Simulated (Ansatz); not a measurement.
# Heated and quenched cell B32N32, uniform strain +9.0 %

What structure does this heating schedule leave, and what gap remains? Levels: PBEsol and HSE06.

Method: density functional theory in Ansatz 0.2.0, PAW datasets, plane waves.

## 1. The starting cell

64 atoms (32 B, 32 N); a = 7.861 Å, b = 7.861 Å, c = 7.861 Å, α = 90.00°, β = 90.00°, γ = 90.00°. All atoms were shaken off their sites by about 0.15 Å along each axis.

Steps to follow: (2) PBEsol dynamics at the Γ point alone, on 7 threads of Arm Neoverse-V2; (3) PBEsol relaxation at the Γ point alone, on 7 threads of Arm Neoverse-V2; (4) HSE06 single point at the Γ point alone, on 7 threads of Arm Neoverse-V2.

## 2. The trajectory

The input, in.yaml:

```yaml
accuracy: low
crystal:
  lattice:
    - [7.860634, 0.000000, 0.000000]
    - [0.000000, 7.860634, 0.000000]
    - [0.000000, 0.000000, 7.860634]
  atoms:
    - { symbol: B, position: [0.027359, 0.024094, 0.020382] }
    - { symbol: B, position: [0.948463, 0.020424, 0.483442] }
    - { symbol: B, position: [0.025533, 0.476125, 0.975222] }
    - { symbol: B, position: [0.999887, 0.493819, 0.502250] }
    - { symbol: B, position: [0.494476, 0.035954, 0.000364] }
    - { symbol: B, position: [0.529610, 0.979422, 0.512803] }
    - { symbol: B, position: [0.492254, 0.485563, 0.997876] }
    - { symbol: B, position: [0.487753, 0.492627, 0.552962] }
    - { symbol: B, position: [0.245064, 0.273032, 0.002958] }
    - { symbol: B, position: [0.246198, 0.253781, 0.480104] }
    - { symbol: B, position: [0.247360, 0.773787, 0.004809] }
    - { symbol: B, position: [0.234942, 0.757750, 0.488102] }
    - { symbol: B, position: [0.745756, 0.262301, 0.000811] }
    - { symbol: B, position: [0.744766, 0.232955, 0.478770] }
    - { symbol: B, position: [0.715254, 0.734849, 0.995878] }
    - { symbol: B, position: [0.770825, 0.760815, 0.500481] }
    - { symbol: B, position: [0.248071, 0.030369, 0.277170] }
    - { symbol: B, position: [0.268330, 0.006394, 0.746988] }
    - { symbol: B, position: [0.260252, 0.490123, 0.242782] }
    - { symbol: B, position: [0.254474, 0.502611, 0.771723] }
    - { symbol: B, position: [0.768839, 0.980783, 0.233774] }
    - { symbol: B, position: [0.756334, 0.978172, 0.721903] }
    - { symbol: B, position: [0.751426, 0.465336, 0.274281] }
    - { symbol: B, position: [0.749044, 0.506536, 0.736306] }
    - { symbol: B, position: [0.987926, 0.268626, 0.249250] }
    - { symbol: B, position: [0.004381, 0.242991, 0.779051] }
    - { symbol: B, position: [0.000113, 0.743379, 0.254909] }
    - { symbol: B, position: [0.006063, 0.723305, 0.741952] }
    - { symbol: B, position: [0.490424, 0.253807, 0.243711] }
    - { symbol: B, position: [0.522237, 0.257335, 0.735510] }
    - { symbol: B, position: [0.449688, 0.734888, 0.236914] }
    - { symbol: B, position: [0.502059, 0.724167, 0.761651] }
    - { symbol: N, position: [0.096079, 0.107874, 0.132848] }
    - { symbol: N, position: [0.128276, 0.093206, 0.601061] }
    - { symbol: N, position: [0.100196, 0.614224, 0.110278] }
    - { symbol: N, position: [0.132537, 0.609658, 0.613246] }
    - { symbol: N, position: [0.620372, 0.154360, 0.126035] }
    - { symbol: N, position: [0.643837, 0.101952, 0.626409] }
    - { symbol: N, position: [0.627114, 0.633588, 0.108384] }
    - { symbol: N, position: [0.636565, 0.615218, 0.612211] }
    - { symbol: N, position: [0.380880, 0.377202, 0.142469] }
    - { symbol: N, position: [0.414676, 0.384228, 0.627506] }
    - { symbol: N, position: [0.404031, 0.847069, 0.140146] }
    - { symbol: N, position: [0.369477, 0.881395, 0.632477] }
    - { symbol: N, position: [0.822797, 0.377767, 0.094927] }
    - { symbol: N, position: [0.878304, 0.408865, 0.642728] }
    - { symbol: N, position: [0.866151, 0.883571, 0.111236] }
    - { symbol: N, position: [0.870583, 0.862527, 0.645135] }
    - { symbol: N, position: [0.351452, 0.142468, 0.386751] }
    - { symbol: N, position: [0.379545, 0.141437, 0.854613] }
    - { symbol: N, position: [0.359855, 0.636415, 0.395387] }
    - { symbol: N, position: [0.378252, 0.600285, 0.830419] }
    - { symbol: N, position: [0.856618, 0.102397, 0.370670] }
    - { symbol: N, position: [0.901850, 0.112893, 0.868192] }
    - { symbol: N, position: [0.847489, 0.626357, 0.381829] }
    - { symbol: N, position: [0.830699, 0.601029, 0.918258] }
    - { symbol: N, position: [0.142546, 0.390818, 0.400132] }
    - { symbol: N, position: [0.124391, 0.366526, 0.876018] }
    - { symbol: N, position: [0.109912, 0.892453, 0.401928] }
    - { symbol: N, position: [0.117547, 0.897827, 0.855298] }
    - { symbol: N, position: [0.606897, 0.370606, 0.377736] }
    - { symbol: N, position: [0.645777, 0.403545, 0.847348] }
    - { symbol: N, position: [0.594106, 0.879619, 0.405933] }
    - { symbol: N, position: [0.613124, 0.850992, 0.884977] }
kpoints:
  mp_grid: { grid: [1, 1, 1] }
hamiltonian:
  xc: pbesol
scf:
  occupations: { method: fermi_dirac, width: 0.1 }
md:
  ensemble: nvt_langevin
  timestep: 2.5
  n_steps: 600
  temperature: 6000
  temperature_schedule: [{ n_steps: 240, end_temperature: 6000 }, { n_steps: 360, end_temperature: 300 }]
  friction: 0.02
  initial_velocities: maxwell_boltzmann
  seed: 1
```

The runs that follow: Relaxing the atoms with PBEsol; Single point with HSE06.

**Question.** What will these runs give? Wanted: for each run, top filled to lowest empty.

As calculated:

```
             level                  time  top filled to lowest empty (eV)
PBEsol, relaxation  20 s (7 CPU threads)                             1.78
             HSE06  41 s (7 CPU threads)                             3.05
```

```
                                                    quantity                              value
                                                      length                600 steps of 2.5 fs
                         mean temperature of the first stage                             6130 K
                              temperature at the last sample  593 K (thermostat's target 300 K)
                                                median shift                   B 3.27, N 3.30 Å
                                                  relaxation  13 recorded steps, 8.17 eV gained
                                               largest shift                        0.51 Å (B2)
mean count of neighbours within 1.2 times the covalent radii                     B 3.62, N 3.38
```

**Reading.** Over 1.50 ps the largest median shift, of N, is 3.30 Å, against 1.6 Å between neighbours at the start, so most of its atoms left their sites. A quench this fast leaves more defects than a real glass holds. The relaxation lowers the energy by 8.17 eV; the largest shift is 0.51 Å (B2). At the same k points, PBEsol gives a spacing 1.27 eV smaller than the 3.05 eV of HSE06. With one k point the spacing samples only the states that fold onto it, so it can exceed the gap over the zone.
